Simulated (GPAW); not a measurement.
## How the form of the self-energy moves the gap of CaSe (Fm-3m)

How much does the gap of CaSe (Fm-3m) depend on the approximation to the self-energy?

Program: GPAW 26.7.0. Level of theory: PBE and many-body steps on it, plane waves. Results are calculated unless marked as measured.

The database entry behind the starting cell differs from later determinations by our own check (0.1 to 0.3 % short, probably kX units), so it need not match the best structure at ambient conditions.

### 1. Starting point

It takes space group Fm-3m (No. 225, cubic). The conventional cell has a = 5.912 Å, b = 5.912 Å, c = 5.912 Å, α = 90.00°, β = 90.00°, γ = 90.00°. Ca has 6 Se at 2.96 Å nearest. Nearest to Se lie 6 Ca at 2.96 Å. Farther neighbours and most contacts between anions are not listed.

Structure file:

```xyz
2
Lattice="0.0000 2.9560 2.9560 2.9560 0.0000 2.9560 2.9560 2.9560 0.0000" Properties=species:S:1:pos:R:3 pbc="T T T"
Ca    0.0000    0.0000    0.0000
Se    2.9560    2.9560    2.9560
```

The cell and positions come from the Crystallography Open Database and are kept as given unless a step says otherwise.

### 2. Empty states on the mesh, 4×4×4 mesh, 473 bands

This step: GPAW 26.7.0; DFT, PBE, plane waves, PAW.

The sums over transitions need many empty states on a uniform mesh; this step solves for them.

run.py reads:

```python
import json
import numpy as np
from gpaw.mpi import world
from gpaw import GPAW

calc = GPAW('gs.gpw').fixed_density(kpts={'size': (4, 4, 4), 'gamma': True},
    parallel={'domain': 1, 'band': 1},
    txt='nscf.txt')
calc.diagonalize_full_hamiltonian(nbands=473)
calc.write('full.gpw', mode='all')
res = {}
kpts = calc.get_ibz_k_points()
res['kpts'] = kpts
res['eigenvalues'] = [calc.get_eigenvalues(kpt=k) for k in range(len(kpts))]
res['n_electrons'] = calc.get_number_of_electrons()

if world.rank == 0:
    with open('result.json', 'w') as f:
        json.dump(res, f, default=lambda x: x.tolist())
```

The run is started by

```bash
mpirun -n 4 gpaw python run.py
```

Numbers of over 12 decimals in the logs are rounded to 6 here.

Log:

```text
Diagonalizing LCAO Hamiltonian
Converting LCAO to pw mode
convergence criteria:
- Maximum integral of absolute [eigenst]ate change: 4e-08 eV^2 / valence electron
maximum number of iterations: 100

SCF iterations
|iter     |     time |      energy | eigst |  dens |
|iter:   1|  |             | +2.02 |       |
|iter:   2|  |             | +0.76 |       |
|iter:   3|  |             | -0.02 |       |
[...]
|iter:   9|  |             | -5.91 |       |
|iter:  10|  |             | -7.03 |       |
|iter:  11|  |             | -7.60c|       |
SCF steps: 11
  __  _  _
 | _ |_)|_||  |
 |__||  | ||/\| - 26.7.0

Input parameters:
  mode=PW(ecut=450.000000),
  convergence={'density': 1e-06, 'bands': -3},
  gpts=array([21, 21, 21]),
  kpts=MonkhorstPack(size=(4, 4, 4), gamma=True),
  maxiter=100,
  nbands=15,
  occupations=Occupations(name='fermi-dirac', width=0.001, fixmagmom=False),
  parallel={'domain': 1, 'band': 1},
  xc=XC(name='PBE')
Matrix size: 1139x1139
# Writing to full.gpw (mode='all')
  [... matrices ...]

timing:  # [seconds]
  Total: 4.909  # ━━━━━━━━━━━━━━━━━━━━━━━━━━━━━━━━━━━━━━━━━━━━━━━━━━━━━━━━━━━
```

Wall time 8.9 s (4 MPI ranks of Arm Neoverse V1, shared host); peak memory 1 GiB.

Numbers from this step:

| Quantity | Value |
| --- | --- |
| gap | 2.045 eV |
| k of the valence top | 0, 0, 0 |
| k of the conduction bottom | 0.5, 0.5, 0 |
| least direct gap | 2.982 eV |
| k points computed | 8 |
| lowest point of the top converged band, above the valence top | 237.1247 eV |

On this mesh the gap is 2.045 eV.

### 3. G0W0, Godby-Needs plasmon pole

G0W0 replaces the xc potential by the self-energy, built once from these orbitals. Only a window of levels is corrected, while the sums run over the empty bands that the input names.

This step: G0W0 on PBE, plane waves, PAW.

run.py reads:

```python
import json
import numpy as np
from gpaw.mpi import world
from gpaw.response.g0w0 import G0W0

gw = G0W0('full.gpw',
    filename='gw',
    kpts=[0, 5],
    bands=(6, 10),
    ecut=150,
    nbands=215,
    integrate_gamma='WS',
    ppa=True)
gw.calculate()
res = {mode: {k: v for k, v in r.items() if k != 'sigma_eskwn'}
       for mode, r in gw.all_results.items()}

if world.rank == 0:
    with open('result.json', 'w') as f:
        json.dump(res, f, default=lambda x: x.tolist())
```

The run is started by

```bash
mpirun -n 4 gpaw python run.py
```

Log:

```text
Using integrator: PointIntegrator
FrequencyGridDescriptor(from 0.000+0.000j to 0.000+27.211j eV, 2 points)
Nonperiodic BCs:  [False False False]
Using integrator: PointIntegrator
FrequencyGridDescriptor(from 0.000+0.000j to 0.000+27.211j eV, 2 points)
Nonperiodic BCs:  [False False False]
  ___  _ _ _
 |   || | | |
 | | || | | |
 |__ ||_____|
 |___|

BZ k-points: Symmetries present (total): 48

  [... matrices ...]
64 k-points: 4 x 4 x 4 Monkhorst-Pack grid + [1/8,1/8,1/8]
8 k-points in the irreducible part of the Brillouin zone
       k-points in crystal coordinates                weights
   0:     0.00000000    0.00000000    0.00000000          1/64
   1:     0.25000000    0.25000000    0.00000000          6/64
   2:     0.25000000    0.25000000    0.25000000          8/64
   3:     0.50000000    0.25000000   -0.25000000          6/64
   4:     0.50000000    0.25000000    0.25000000         12/64
   5:     0.50000000    0.50000000    0.00000000          3/64
   6:     0.50000000    0.50000000    0.25000000         24/64
   7:     0.50000000    0.50000000    0.50000000          4/64

Distributing spins, k-points and bands (1 x 2 x 4) over 4 processes
Number of blocks: 1

Quasi particle states:
k-points (IBZ indices): [0, 5]
Band range: (6, 10)
  [... matrices ...]
Computational parameters:
Plane wave cut-off: 150 eV
Number of bands: 215
Coulomb cutoff: None
Broadening: 0.1 eV

fxc modes: GW
Kernel: RPA
Using Godby-Needs plasmon-pole approximation:
  Fitting energy: i*E0, E0 = 1.000 Hartree
Summing all q:

Calculating screened Coulomb potential
No Coulomb truncation
FrequencyGridDescriptor(from 0.000+0.000j to 0.000+27.211j eV, 2 points)
Removing empty qpoint cache files...

Calculating chi0 body with:
    Ground state adapter containing:
    Number of spins: 1
    Number of kpoints: 64
    Number of irreducible kpoints: 8
    Number of completely occupied states: 8
    Number of partially occupied states: 8
    Occupied states memory: 1.130493 M / cpu

    Linear response parametrization:
    q_c: [0.0, 0.0, 0.0]
    Number of frequency points: 2
    Planewave cutoff: 150.0
    Number of bands: 215
    Number of planewaves: 181
    Broadening (eta): 1e-06
    comm.size: 4
    kncomm.size: 4
    blockcomm.size: 1

    Memory estimate of potentially large arrays:
        chi0_wGG: 0.999786 M / cpu
Integrating chi0 body.

Symmetries of q_c:
    Direct symmetries (Uq -> q): 48
    Indirect symmetries (TUq -> q): 0
In total 48 allowed symmetries.

  [... matrices ...]
8 groups of equivalent kpoints. 87.5% reduction.

Integral kind: response function
Integrating chi0 head and wings.

Symmetries of q_c:
    Direct symmetries (Uq -> q): 48
    Indirect symmetries (TUq -> q): 0
In total 48 allowed symmetries.

  [... matrices ...]
8 groups of equivalent kpoints. 87.5% reduction.

Integral kind: response function wings

Calculating chi0 body with:
    Ground state adapter containing:
    Number of spins: 1
    Number of kpoints: 64
    Number of irreducible kpoints: 8
    Number of completely occupied states: 8
    Number of partially occupied states: 8
    Occupied states memory: 1.130493 M / cpu

    Linear response parametrization:
[... the further q-points ...]

Results:
f:      Occupation numbers
eps:     KS-eigenvalues [eV]
vxc:     KS vxc [eV]
exx:     Exact exchange [eV]
sigma:   Self-energies [eV]
dsigma:  Self-energy derivatives
Z:       Renormalization factors
qp:      QP-energies [eV]

k-point 0 (0): (0.000, 0.000, 0.000)                GW
band       f     eps     vxc     exx   sigma  dsigma       Z      qp
                                                                   GW
   6   1.000   4.499 -14.903 -17.485   1.397  -0.254   0.798   3.554
   7   1.000   4.499 -14.903 -17.485   1.397  -0.254   0.798   3.554
   8   0.000   7.864 -11.212  -6.950  -3.851  -0.216   0.822   8.202
   9   0.000   8.215 -12.905  -6.768  -4.508  -0.238   0.808   9.530

k-point 1 (5): (0.500, 0.500, 0.000)                GW
band       f     eps     vxc     exx   sigma  dsigma       Z      qp
                                                                   GW
   6   1.000   3.563 -14.055 -17.073   1.669  -0.260   0.793   2.492
   7   1.000   3.563 -14.055 -17.073   1.669  -0.260   0.793   2.492
   8   0.000   6.544 -10.584  -5.796  -3.870  -0.223   0.817   7.294
   9   0.000   9.523 -16.151  -9.036  -4.722  -0.249   0.801  11.439
```

It took 63 s on 4 MPI ranks; peak memory 1.2 GiB; 4.2 min of CPU time.

This step gave:

| Item | Value |
| --- | --- |
| G0W0 gap on the points computed | 3.740 eV |
| least direct G0W0 gap on the computed points | 4.648 eV |
| Z at the valence top | 0.7977 |
| Z at the conduction bottom | 0.8175 |
| starting gap on the mesh | 2.045 eV |
| k of the valence top | 0, 0, 0 |
| k of the conduction bottom | 0.5, 0.5, 0 |

The gap on the mesh goes from 2.05 eV to 3.74 eV, a correction of +1.70 eV.

### 4. One-shot HSE06

This step: one-shot HSE06 levels on PBE orbitals, plane waves, PAW.

run.py reads:

```python
import json
import numpy as np
from gpaw.mpi import world
from gpaw.hybrids.eigenvalues import non_self_consistent_eigenvalues

dft, vxc, vxc_hyb = non_self_consistent_eigenvalues('full.gpw', 'HSE06', 6, 10, kpt_indices=[0, 5])
res = {'dft': dft[0], 'hybrid': (dft - vxc + vxc_hyb)[0]}
if world.rank == 0:
    with open('hybrid.txt', 'w') as f:
        for k, e0, e1 in zip([0, 5], res['dft'], res['hybrid']):
            print(k, ' '.join(f'{x:9.4f}' for x in e0), '|', ' '.join(f'{x:9.4f}' for x in e1), file=f)

if world.rank == 0:
    with open('result.json', 'w') as f:
        json.dump(res, f, default=lambda x: x.tolist())
```

The run is started by

```bash
mpirun -n 4 gpaw python run.py
```

Log:

```text
IBZ(<points: 8, symmetries: 48>)
Occupied bands: 8
Transforming wave functions from IBZ to BZ: 0.021 seconds
Distributing wave functions and iFFT-ing to real space: 0.109 seconds
Calculating eigenvalues:
  k-points: 2
  Bands: 6-9 (inclusive)
  Seconds: 0.369 (wave-function broadcasting: 0.007 seconds)
HSE06-eigenvalue shifts:
  min: -0.689 eV
  ave: 0.015 eV
  max: 1.041 eV
```

Run time: 3.5 s. Hardware: 4 MPI ranks; peak memory 0.46 GiB.

This step gave:

```
starting gap on the mesh                       : 2.045 eV
hybrid gap on the mesh                         : 3.136 eV
least direct hybrid gap on the computed points : 4.165 eV
```

### 5. G0W0, extrapolated in the cutoff

This step: G0W0 on PBE, plane waves, PAW.

run.py reads:

```python
import json
import numpy as np
from gpaw.mpi import world
from gpaw.response.g0w0 import G0W0

gw = G0W0('full.gpw',
    filename='gw',
    kpts=[0, 5],
    bands=(6, 10),
    ecut=250.0,
    integrate_gamma='WS',
    ppa=True,
    ecut_extrapolation=True)
gw.calculate()
res = {mode: {k: v for k, v in r.items() if k != 'sigma_eskwn'}
       for mode, r in gw.all_results.items()}

if world.rank == 0:
    with open('result.json', 'w') as f:
        json.dump(res, f, default=lambda x: x.tolist())
```

The run is started by

```bash
mpirun -n 4 gpaw python run.py
```

Log:

```text
Using integrator: PointIntegrator
FrequencyGridDescriptor(from 0.000+0.000j to 0.000+27.211j eV, 2 points)
Nonperiodic BCs:  [False False False]
Using integrator: PointIntegrator
FrequencyGridDescriptor(from 0.000+0.000j to 0.000+27.211j eV, 2 points)
Nonperiodic BCs:  [False False False]
  ___  _ _ _
 |   || | | |
 | | || | | |
 |__ ||_____|
 |___|

BZ k-points: Symmetries present (total): 48

  [... matrices ...]
64 k-points: 4 x 4 x 4 Monkhorst-Pack grid + [1/8,1/8,1/8]
8 k-points in the irreducible part of the Brillouin zone
       k-points in crystal coordinates                weights
   0:     0.00000000    0.00000000    0.00000000          1/64
   1:     0.25000000    0.25000000    0.00000000          6/64
   2:     0.25000000    0.25000000    0.25000000          8/64
[...]
6:     0.50000000    0.50000000    0.25000000         24/64
   7:     0.50000000    0.50000000    0.50000000          4/64

Distributing spins, k-points and bands (1 x 2 x 4) over 4 processes
Number of blocks: 1

Quasi particle states:
k-points (IBZ indices): [0, 5]
Band range: (6, 10)
  [... matrices ...]
Computational parameters:
Extrapolating to infinite plane wave cut-off using points at:
  215.443 eV
  231.120 eV
  250.000 eV
Number of bands: 463
Coulomb cutoff: None
Broadening: 0.1 eV

fxc modes: GW
Kernel: RPA
Using Godby-Needs plasmon-pole approximation:
  Fitting energy: i*E0, E0 = 1.000 Hartree
Summing all q:

Calculating screened Coulomb potential
No Coulomb truncation
FrequencyGridDescriptor(from 0.000+0.000j to 0.000+27.211j eV, 2 points)
Removing empty qpoint cache files...

Calculating chi0 body with:
    Ground state adapter containing:
    Number of spins: 1
    Number of kpoints: 64
    Number of irreducible kpoints: 8
[...]
kncomm.size: 4
    blockcomm.size: 1

    Memory estimate of potentially large arrays:
        chi0_wGG: 6.429474 M / cpu
Integrating chi0 body.

Symmetries of q_c:
    Direct symmetries (Uq -> q): 48
    Indirect symmetries (TUq -> q): 0
In total 48 allowed symmetries.

  [... matrices ...]
8 groups of equivalent kpoints. 87.5% reduction.

Integral kind: response function
Integrating chi0 head and wings.

Symmetries of q_c:
    Direct symmetries (Uq -> q): 48
    Indirect symmetries (TUq -> q): 0
In total 48 allowed symmetries.

  [... matrices ...]
8 groups of equivalent kpoints. 87.5% reduction.

Integral kind: response function wings

Calculating chi0 body with:
    Ground state adapter containing:
    Number of spins: 1
    Number of kpoints: 64
    Number of irreducible kpoints: 8
    Number of completely occupied states: 8
    Number of partially occupied states: 8
    Occupied states memory: 1.130493 M / cpu

    Linear response parametrization:
[... the further q-points ...]
Extrapolating selfenergy to infinite energy cutoff:
  Performing linear fit to 3 points
  Minimum R^2 = 0.9467. (R^2 Should be close to 1)
  [... matrices ...]
Results:
f:      Occupation numbers
eps:     KS-eigenvalues [eV]
vxc:     KS vxc [eV]
exx:     Exact exchange [eV]
sigma:   Self-energies [eV]
dsigma:  Self-energy derivatives
Z:       Renormalization factors
qp:      QP-energies [eV]

k-point 0 (0): (0.000, 0.000, 0.000)                GW
band       f     eps     vxc     exx   sigma  dsigma       Z      qp
                                                                   GW
   6   1.000   4.499 -14.903 -17.485   1.203  -0.255   0.797   3.401
   7   1.000   4.499 -14.903 -17.485   1.203  -0.255   0.797   3.401
   8   0.000   7.864 -11.212  -6.950  -3.970  -0.217   0.822   8.104
[...]
k-point 1 (5): (0.500, 0.500, 0.000)                GW
band       f     eps     vxc     exx   sigma  dsigma       Z      qp
                                                                   GW
[...]
8   0.000   6.544 -10.584  -5.796  -3.966  -0.225   0.817   7.215
   9   0.000   9.523 -16.151  -9.036  -4.954  -0.254   0.798  11.247
```

The job ended after 13 min (4 MPI ranks; peak memory 1.6 GiB).

This step gave:

```yaml
quasiparticle_gap_on_the_points_computed: 3.814 eV
least_direct_quasiparticle_gap_on_the_computed_points: 4.703 eV
z_at_the_valence_top: 0.7969
z_at_the_conduction_bottom: 0.8166
starting_gap_on_the_mesh: 2.045 eV
k_of_the_valence_top: 0, 0, 0
k_of_the_conduction_bottom: 0.5, 0.5, 0
gaps_at_the_cutoffs_of_the_extrapolation: 3.778, 3.782, 3.785 eV
```

Against G0W0 in GPAW (4×4×4 mesh, 215 bands, screening to 150 eV, Godby-Needs plasmon pole), the gap moves by +0.074 eV.

### 6. One-shot PBE0

This step: one-shot PBE0 levels on PBE orbitals, plane waves, PAW.

run.py reads:

```python
import json
import numpy as np
from gpaw.mpi import world
from gpaw.hybrids.eigenvalues import non_self_consistent_eigenvalues

dft, vxc, vxc_hyb = non_self_consistent_eigenvalues('full.gpw', 'PBE0', 6, 10, kpt_indices=[0, 5])
res = {'dft': dft[0], 'hybrid': (dft - vxc + vxc_hyb)[0]}
if world.rank == 0:
    with open('hybrid.txt', 'w') as f:
        for k, e0, e1 in zip([0, 5], res['dft'], res['hybrid']):
            print(k, ' '.join(f'{x:9.4f}' for x in e0), '|', ' '.join(f'{x:9.4f}' for x in e1), file=f)

if world.rank == 0:
    with open('result.json', 'w') as f:
        json.dump(res, f, default=lambda x: x.tolist())
```

The run is started by

```bash
mpirun -n 4 gpaw python run.py
```

Log:

```text
IBZ(<points: 8, symmetries: 48>)
Occupied bands: 8
Transforming wave functions from IBZ to BZ: 0.020 seconds
Distributing wave functions and iFFT-ing to real space: 0.102 seconds
Calculating eigenvalues:
  k-points: 2
  Bands: 6-9 (inclusive)
  Seconds: 0.562 (wave-function broadcasting: 0.007 seconds)
HSE06-eigenvalue shifts:
  min: -1.103 eV
  ave: -0.018 eV
  max: 1.422 eV
```

Elapsed: 3.7 s, on 4 MPI ranks; peak memory 0.45 GiB.

This step gave:

| Item | Value |
| --- | --- |
| starting gap on the mesh | 2.045 eV |
| hybrid gap on the mesh | 3.832 eV |
| least direct hybrid gap on the computed points | 4.887 eV |

### 7. G0W0, full frequency, Hilbert transform

This step: G0W0 on PBE, plane waves, PAW.

run.py reads:

```python
import json
import numpy as np
from gpaw.mpi import world
from gpaw.response.g0w0 import G0W0

gw = G0W0('full.gpw',
    filename='gw',
    kpts=[0, 5],
    bands=(6, 10),
    ecut=150,
    nbands=215,
    integrate_gamma='WS',
    frequencies={'type': 'nonlinear', 'domega0': 0.1, 'omega2': 15.0},
    eta=0.1,
    nblocksmax=True)
gw.calculate()
res = {mode: {k: v for k, v in r.items() if k != 'sigma_eskwn'}
       for mode, r in gw.all_results.items()}

if world.rank == 0:
    with open('result.json', 'w') as f:
        json.dump(res, f, default=lambda x: x.tolist())
```

The run is started by

```bash
mpirun -n 4 gpaw python run.py
```

Log:

```text
Using integrator: PointIntegrator
NonLinearFrequencyDescriptor(from 0.000 to 181.873 eV, 303 points)
Nonperiodic BCs:  [False False False]
Using integrator: PointIntegrator
NonLinearFrequencyDescriptor(from 0.000 to 181.873 eV, 303 points)
Nonperiodic BCs:  [False False False]
  ___  _ _ _
 |   || | | |
 | | || | | |
 |__ ||_____|
 |___|

BZ k-points: Symmetries present (total): 48

  [... matrices ...]
64 k-points: 4 x 4 x 4 Monkhorst-Pack grid + [1/8,1/8,1/8]
8 k-points in the irreducible part of the Brillouin zone
       k-points in crystal coordinates                weights
[...]
GW
   6   1.000   4.499 -14.903 -17.485   1.369  -0.309   0.764   3.573
   7   1.000   4.499 -14.903 -17.485   1.369  -0.309   0.764   3.573
   8   0.000   7.864 -11.212  -6.950  -3.802  -0.255   0.797   8.230
[...]
k-point 1 (5): (0.500, 0.500, 0.000)                GW
band       f     eps     vxc     exx   sigma  dsigma       Z      qp
                                                                   GW
[...]
8   0.000   6.544 -10.584  -5.796  -3.804  -0.253   0.798   7.329
   9   0.000   9.523 -16.151  -9.036  -4.749  -0.320   0.757  11.316
```

Run time: 2.4 min. Hardware: 4 MPI ranks; peak memory 2.2 GiB; 9.5 min of CPU time.

This step gave:

- G0W0 gap on the points computed: 3.757 eV
- least direct G0W0 gap on the computed points: 4.658 eV
- starting gap on the mesh: 2.045 eV
- k of the valence top: 0, 0, 0
- k of the conduction bottom: 0.5, 0.5, 0

Against G0W0 in GPAW (4×4×4 mesh, 215 bands, screening to 150 eV, Godby-Needs plasmon pole), the gap moves by +0.016 eV.

### 8. The runs together

Times are wall times on 4 MPI ranks of Arm Neoverse V1, shared host, good to a factor of about two.

```
                                    run   mesh  bands  screening cutoff (eV)  DFT gap (eV)  gap on the mesh (eV)  direct (eV)     time
         G0W0, Godby-Needs plasmon pole  4×4×4    215                    150         2.045                 3.740        4.648     63 s
                         one-shot HSE06  4×4×4      -                      -         2.045                 3.136        4.165    3.5 s
       G0W0, extrapolated in the cutoff  4×4×4      -                    250         2.045                 3.814        4.703   13 min
                          one-shot PBE0  4×4×4      -                      -         2.045                 3.832        4.887    3.7 s
G0W0, full frequency, Hilbert transform  4×4×4    215                    150         2.045                 3.757        4.658  2.4 min
```

### 9. What came out

- G0W0, Godby-Needs plasmon pole: 3.740 eV
- one-shot HSE06: 3.136 eV
- G0W0, extrapolated in the cutoff: 3.814 eV
- one-shot PBE0: 3.832 eV
- G0W0, full frequency, Hilbert transform: 3.757 eV
- known limits: not at the basis limit; no spin-orbit coupling; coarse k mesh

What this shows: One-shot HSE06: −0.605 eV against G0W0, Godby-Needs plasmon pole. G0W0, extrapolated in the cutoff: +0.074 eV against G0W0, Godby-Needs plasmon pole, at other bands or cutoff, so not like for like. One-shot PBE0: +0.092 eV against G0W0, Godby-Needs plasmon pole. G0W0, full frequency, Hilbert transform: +0.016 eV against G0W0, Godby-Needs plasmon pole. One-shot hybrid levels are evaluated on the PBE orbitals. Bands and cutoff are finite, so the gap is not at the basis limit. The miss can reach some tenths of an eV and take either sign; the mesh is an error of its own. These stock PAW sets were not made for GW; the filled d or f shell of Se lies in the frozen core, which bears on start and correction. In the G0W0 runs levels were corrected at 2 k points alone, so a gap called «on the mesh» is the least over those, and an edge elsewhere would be missed. The 4×4×4 mesh is coarse for this cell, which bears on the long-range parts of exchange and screening. The many-body steps are scalar-relativistic: spin-orbit coupling is not in them.

[Paths, hosts, dates, memory and timing lines, banners, echoed tables and standing remarks are left out of the program output.]

[Logs are printed without paths, hosts, clocks, repeated set-up lines and the standing remarks that a program may print on its own settings, such as how far it seeks lower states.]

[Runs of the session that timed out or met a known fault of the program may be left out.]

[Hosts, paths, dates, database ids (printed as entryN), source tags and the programs' standing remarks are cut or masked in the printed files.]
